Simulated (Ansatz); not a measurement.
Wanted: the native input for an Ansatz 0.2.0 run.

```yaml
Task: single point
Functional: PBE
Potentials_or_basis: Ansatz PAW
Cutoff: 600 eV
Density_cutoff: 2400 eV
k_mesh: 9 × 9 × 5
Occupations: fermi-dirac, width 0.05 eV
Spin: no spin polarisation
```

Ga2O3:

```xyz
10
Lattice="6.1070 -1.5186 0.0000 6.1070 1.5186 0.0000 -1.3860 0.0000 5.6300" Properties=species:S:1:pos:R:3 pbc="T T T"
Ga    3.2184    0.0000    3.8621
Ga    7.6096    0.0000    1.7679
Ga   10.8240    0.0000    1.1564
Ga    0.0041    0.0000    4.4736
O     5.1267    0.0000    4.1853
O     5.7013    0.0000    1.4447
O     9.4919    0.0000    2.4592
O     1.3361    0.0000    3.1708
O     8.9710    0.0000    5.0118
O     1.8570    0.0000    0.6182
```

These files were run (other wordings do the same):

input.yaml

```yaml
crystal:
  lattice:
    - [6.107, -1.51855, 0.0]
    - [6.107, 1.51855, 0.0]
    - [-1.3859888959, 0.0, 5.630008738]
  atoms:
    - { symbol: Ga, position: [0.34134, 0.34134, 0.68598] }
    - { symbol: Ga, position: [0.65866, 0.65866, 0.31402] }
    - { symbol: Ga, position: [0.9095, 0.9095, 0.2054] }
    - { symbol: Ga, position: [0.0905, 0.0905, 0.7946] }
    - { symbol: O, position: [0.5041, 0.5041, 0.7434] }
    - { symbol: O, position: [0.4959, 0.4959, 0.2566] }
    - { symbol: O, position: [0.8267, 0.8267, 0.4368] }
    - { symbol: O, position: [0.1733, 0.1733, 0.5632] }
    - { symbol: O, position: [0.8355, 0.8355, 0.8902] }
    - { symbol: O, position: [0.1645, 0.1645, 0.1098] }
hamiltonian:
  xc: pbe
  pseudopotentials: { kind: paw }
kpoints:
  mp_grid: { grid: [9, 9, 5] }
scf:
  occupations: { method: fermi_dirac, width: 0.05 }
basis:
  ecutwfc: "600 eV"
output:
  forces: true
  stress: true
  eigenvalues: true
  write_density: true
  write_potential: true
  elf: true
  volumetric_format: npy
```

Potentials or basis: Ansatz PAW.

Launch:

```console
$ ansatz run input.yaml --threads 2 --pin off --max-ram 5120MiB --backend cpu --events-out ev --progress --plain --runs-dir out
```

It gave:

| Quantity | Value |
| --- | --- |
| Pressure | 9.5 GPa |
| Largest force | 0.219 eV/Å |
| Band gap on the k mesh | 2.44 eV, indirect (least direct gap 2.46 eV) |

Caveat: odd divisions of the mesh miss points on the zone boundary, where band edges often lie, so the gap on the mesh can be too wide.

Wall time 36 s on 2 threads of Arm Neoverse V2, with other jobs on the host, peak memory 0.94 GiB.
